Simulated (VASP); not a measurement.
## TiO2 in VASP: the effect of strain

Crystal: TiO2.

```
Ti O
1.0
     2.84953    0.00000    0.00000
     0.00020    4.70761    0.00000
     1.42423    0.24235    7.08346
Ti O
3 6
Direct
  0.00337 0.00039 0.00070
  0.34464 0.48026 0.31696
  0.66171 0.52047 0.68450
  0.44004 0.18544 0.12854
  0.77793 0.29773 0.45188
  0.10124 0.30895 0.80624
  0.90650 0.69184 0.19517
  0.22941 0.70301 0.54951
  0.56803 0.81530 0.87283
```

The cell comes from a database or a generator and needn't be the stable form of this composition.

The cell isn't the ideal one: strain = -0.04.

Alike in all runs:

* Program: VASP 6.6.1
* Task: relaxation of the atoms
* Functional: PBE
* Potentials or basis: VASP PAW PBE potentials, release 64 (Ti_sv, O)
* Cutoff: 520 eV
* k mesh: 7 × 5 × 3
* Occupations: fermi-dirac, width 0.05 eV
* Spin: no spin polarisation
* Strain kind: uniaxial_x
* Further INCAR settings: ALGO = Normal; EDIFF = 1e-06; IBRION = 2; EDIFFG = -0.01; NSW = 60

Each run relaxes the cell or the atoms first.

Q: One run gave: gap on the mesh 2.13 eV; pressure -4.1 GPa. Which strain did it use?
A. -0.04
B. -0.02
C. -0.01
D. 0
E. 0.04

A: E.

```csv
strain,gap on the mesh (eV),pressure (GPa)
-0.04,2.35,13.6
-0.02,2.32,8.4
-0.01,2.30,6.0
0,2.27,3.7
0.01,2.24,1.6
0.02,2.20,-0.4
0.04,2.13,-4.1
```

Caveats: an odd mesh through Γ misses points on the zone boundary, where band edges often lie.
